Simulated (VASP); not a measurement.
# PtS2 (P-3m1) in VASP: settings compared, part 3 of 3

VASP 6.6.1. The steps go on from the part before.

## (5) Relaxation of cell and atoms, revPBE+D3(BJ)

Input file INCAR:

```
SYSTEM = PtS2
ALGO = Fast
EDIFF = 1E-6
EDIFFG = -0.01
ENCUT = 600
GGA = RE
IBRION = 2
ISIF = 3
ISMEAR = -1
IVDW = 12
LASPH = .TRUE.
LCHARG = .FALSE.
LREAL = .FALSE.
LWAVE = .FALSE.
NELM = 60
NSW = 60
PREC = Accurate
SIGMA = 0.05
```

Input file KPOINTS:

```
k-points
0
G
  9 9 5
  0 0 0
```

Input file POSCAR:

```
PtS2
1.0
    3.5432000000      0.0000000000      0.0000000000
   -1.7716000000      3.0685012107      0.0000000000
    0.0000000000      0.0000000000      5.0388000000
Pt S
1 2
Direct
    0.0000000000      0.0000000000      0.0000000000
    0.6666666667      0.3333333333      0.7730000000
    0.3333333333      0.6666666667      0.2270000000
```

Started as:

```sh
> cat potpaw_PBE.64/Pt/POTCAR potpaw_PBE.64/S/POTCAR > POTCAR
> mpirun -np 1 vasp_std > vasp.out
```

Run time: 5.7 min. Hardware: 1 thread of Intel Xeon Platinum 8259CL at 2.50GHz (Skylake/Cascade Lake), shared host; peak memory 0.23 GiB.

It converged, with:

- Free energy: -16.8031 eV
- Relaxed volume: 16.40 Å³/atom
- Relaxed cell: a = 3.567 Å, b = 3.567 Å, c = 4.465 Å, α = 90.00°, β = 90.00°, γ = 120.00°
- Space group after relaxing (to 0.05 Å): P-3m1 (No. 164)
- Energy gained by relaxing: 72.6 meV/atom
- Ionic steps: 13
- Pressure after relaxing: 0.0 GPa
- Band gap on the k mesh: none (metal or under the smearing width)
- Dispersion energy per atom: -0.939 eV

Forces on the atoms (eV/Å):
```
Pt   0.000  0.000  0.000
S    0.000  0.000  0.003
S    0.000  0.000 -0.003
```

Stress tensor (GPa, compression positive):
```
 0.09  0.00  0.00
 0.00  0.09  0.00
 0.00  0.00 -0.05
```

Step by step:
```csv
step,energy change (eV),largest force (eV/Å),pressure (GPa),volume (Å³)
1,0.0000,1.3323,5.39,54.78
2,0.0692,0.5954,-10.42,59.80
3,-0.0654,0.4567,-2.03,56.74
4,-0.0989,0.3105,-1.57,55.72
5,-0.1259,0.0551,-0.62,53.98
6,-0.1264,0.0082,-0.45,53.69
7,-0.1550,0.0727,0.22,52.48
8,-0.2047,0.2580,3.26,48.82
9,-0.2167,0.0298,0.95,48.91
10,-0.2174,0.0420,0.24,48.95
11,-0.2176,0.0354,0.21,48.99
12,-0.2178,0.0124,0.06,49.14
13,-0.2179,0.0030,0.05,49.19
```

Final structure:
```
Pt S
1.0
     3.56652    0.00000    0.00000
    -1.78326    3.08870    0.00000
     0.00000    0.00000    4.46543
Pt S
1 2
Direct
  0.00000 0.00000 0.00000
  0.66667 0.33333 0.73055
  0.33333 0.66667 0.26945
```

Levels at points of the mesh, in eV from the Fermi level:
```
           k point  band 9  band 10  band 11  band 12  band 13  band 14
(0.00, 0.00, 0.00)   -1.60    -1.60     0.30     0.90     0.90     3.34
```

Caveat: the PAW data sets were made with another functional, which shifts forces and pressure a little; the volume moved by -10 % from the deposited cell, more than functionals usually miss; pairwise dispersion overbinds metals, which lowers pressure and volume. Spin-orbit coupling is left out, which matters for the levels of Pt.

## (6) Relaxation of cell and atoms, revPBE+D4

Input file INCAR:

```
PREC = Accurate
ENCUT = 600
EDIFF = 1E-6
ISMEAR = -1
SIGMA = 0.05
LREAL = F
LASPH = T
NELM = 80
ALGO = Normal
ISIF = 3
LWAVE = F
LCHARG = F
GGA = RE
IVDW = 13
IBRION = 2
NSW = 60
EDIFFG = -0.01
```

Input file KPOINTS:

```
regular mesh
0
Gamma
  9 9 5
```

POSCAR is that of step 5.

Potentials or basis: VASP PAW PBE potentials, release 64 (Pt, S).

Started as:

```sh
> cat potpaw_PBE.64/Pt/POTCAR potpaw_PBE.64/S/POTCAR > POTCAR
> mpirun -np 1 vasp_std > vasp.out
```

Run time: 7 min. Hardware: 1 thread of Intel Xeon Platinum 8259CL at 2.50GHz (Skylake/Cascade Lake), shared host; peak memory 0.23 GiB.

Results (log left out):

| Item | Value |
| --- | --- |
| Free energy | -16.7192 eV |
| Relaxed volume | 16.50 Å³/atom |
| Relaxed cell | a = 3.572 Å, b = 3.572 Å, c = 4.481 Å, α = 90.00°, β = 90.00°, γ = 120.00° |
| Space group after relaxing (to 0.05 Å) | P-3m1 (No. 164) |
| Energy gained by relaxing | 66.9 meV/atom |
| Ionic steps | 20 |
| Pressure after relaxing | 0.0 GPa |
| Largest force after relaxing | 0.006 eV/Å |
| Band gap on the k mesh | none (metal or under the smearing width) |
| Dispersion energy per atom | -0.905 eV |

Forces on the atoms (eV/Å):
```
Pt   0.000  0.000  0.000
S    0.000  0.000  0.006
S    0.000  0.000 -0.006
```

Stress tensor (GPa, compression positive):
```
-0.07  0.00  0.00
 0.00 -0.07  0.00
 0.00  0.00  0.06
```

Step by step:
| step | energy change (eV) | largest force (eV/Å) | pressure (GPa) | volume (Å³) |
| --- | --- | --- | --- | --- |
| 1 | 0.0000 | 1.3290 | 5.75 | 54.78 |
| 2 | 0.0819 | 0.6630 | -10.61 | 60.14 |
| 3 | -0.0678 | 0.4398 | -1.86 | 56.82 |
| 4 | -0.0679 | 0.4583 | -1.70 | 56.77 |
| 5 | -0.0967 | 0.3224 | -1.24 | 55.86 |
| 6 | -0.1179 | 0.0450 | -0.15 | 54.09 |
| 7 | -0.1395 | 0.0015 | -0.42 | 53.25 |
| 8 | -0.1888 | 0.1184 | -0.63 | 50.67 |
| 9 | -0.0235 | 0.7913 | 3.77 | 45.26 |
| 10 | -0.1950 | 0.0941 | 0.77 | 50.15 |
| 11 | -0.1818 | 0.1495 | 1.67 | 47.74 |
| 12 | -0.1992 | 0.0726 | 1.09 | 49.44 |
| 13 | -0.1994 | 0.0442 | 1.13 | 49.15 |
| 14 | -0.1657 | 0.4824 | -5.39 | 50.80 |
| 15 | -0.2005 | 0.0427 | 0.04 | 49.40 |
| 16 | -0.2005 | 0.0410 | 0.06 | 49.39 |
| 17 | -0.2008 | 0.0007 | 0.06 | 49.47 |
| 18 | -0.2008 | 0.0002 | 0.06 | 49.47 |
| 19 | -0.2007 | 0.0161 | -0.18 | 49.57 |
| 20 | -0.2008 | 0.0063 | -0.03 | 49.51 |

Final structure:
```cif
data_structure
_symmetry_space_group_name_H-M 'P 1'
_symmetry_Int_Tables_number 1
_cell_length_a 3.5718
_cell_length_b 3.5718
_cell_length_c 4.4809
_cell_angle_alpha 90.000
_cell_angle_beta 90.000
_cell_angle_gamma 120.000
_cell_volume 49.51
loop_
_atom_site_label
_atom_site_type_symbol
_atom_site_fract_x
_atom_site_fract_y
_atom_site_fract_z
_atom_site_occupancy
Pt1 Pt 0.00000 0.00000 0.00000 1
S1 S 0.66667 0.33333 0.73152 1
S2 S 0.33333 0.66667 0.26848 1
```

Levels at points of the mesh, in eV from the Fermi level:
| k point | band 8 | band 9 | band 10 | band 11 | band 12 | band 13 | band 14 | band 15 |
| --- | --- | --- | --- | --- | --- | --- | --- | --- |
| (0.00, 0.00, 0.00) | -2.51 | -1.60 | -1.60 | 0.28 | 0.93 | 0.93 | 3.37 | 5.26 |

Caveat: the PAW data sets were made with another functional, which shifts forces and pressure a little; pairwise dispersion overbinds metals, which lowers pressure and volume.

## (7) For comparison

An earlier run on the cell as given: functional PBEsol; potentials or basis VASP PAW PBE potentials, release 64 (Pt, S); cutoff 520 eV; k mesh 9 × 9 × 5; occupations fermi-dirac, width 0.05 eV; no spin polarisation.

* Pressure: 6.1 GPa
* Largest force: 0.930 eV/Å
* Band gap on the k mesh: 0.96 eV, indirect (least direct gap 1.00 eV)

## (8) Overview

| task | level | cell | cutoff (eV) | ladder | gap on the mesh (eV) | pressure (GPa) | relaxed volume (Å³/atom) | largest force (eV/Å) |
| --- | --- | --- | --- | --- | --- | --- | --- | --- |
| relaxation of cell and atoms | RPBE+D3(BJ) | relaxed | 600 | - | none | 0.0 | 14.10 | - |
| relaxation of cell and atoms | RPBE+D4 | relaxed | 600 | - | none | 0.0 | 16.31 | 0.02 |
| relaxation of cell and atoms | revPBE+D3 | relaxed | 600 | - | none | 0.0 | 16.53 | - |
| relaxation of cell and atoms | revPBE+D3(BJ) | relaxed | 600 | - | none | 0.0 | 16.40 | - |
| relaxation of cell and atoms | revPBE+D4 | relaxed | 600 | - | none | 0.0 | 16.50 | 0.01 |
| single point | PBEsol | as given | 520 | free | 0.96 | 6.1 | - | 0.93 |

Alike in all rows: potentials or basis VASP PAW PBE potentials, release 64 (Pt, S); no spin polarisation; k mesh 9 × 9 × 5; smearing fermi-dirac 0.05 eV.

Caveats: the PAW data sets were made with another functional, which shifts forces and pressure a little; pairwise dispersion overbinds metals, which lowers pressure and volume (some runs); the volume moved by over 15 % at a fixed basis, so the end points are rough (some runs); the volume moved by -23 % from the deposited cell, more than functionals usually miss (some runs); the volume moved by -11 % from the deposited cell, more than functionals usually miss (some runs); the volume moved by -10 % from the deposited cell, more than functionals usually miss (some runs); spin-orbit coupling is left out, which moves the levels of the heavy elements (some runs).

Total energies depend on the potentials used, so only differences within one code and one set of settings carry meaning.
